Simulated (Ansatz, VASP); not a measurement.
# One calculation of Ti, two programs

```
Ti
1.0
     0.00000    2.06045    2.06045
     2.06045    0.00000    2.06045
     2.06045    2.06045    0.00000
Ti
1
Direct
  0.00000 0.00000 0.00000
```

Change from the starting cell: strain +0.015 along x and y, +0.015 along z, atoms carried along.

Alike in both runs: task single point; functional PBEsol; k mesh 20 × 20 × 20; occupations gaussian, width 0.15 eV; no spin polarisation.

```csv
,VASP,Ansatz
version,VASP 6.6.1,Ansatz 0.2.0
potentials or method,"VASP PAW PBE potentials, release 64 (Ti_sv)","scalar-relativistic, plane waves, PAW"
plane-wave cutoff (eV),520,420
valence electrons in the cell,12,12
```

```tsv
	VASP	Ansatz	Ansatz less VASP
gap on the k mesh at the Fermi level (eV)	none	none	-
pressure (GPa)	-5.2	-5.0	+0.22
```

A gap of «none» marks a metal or a gap that the smearing closes.

Caveats: the PAW data sets were made with another functional, which shifts forces and pressure a little (VASP).
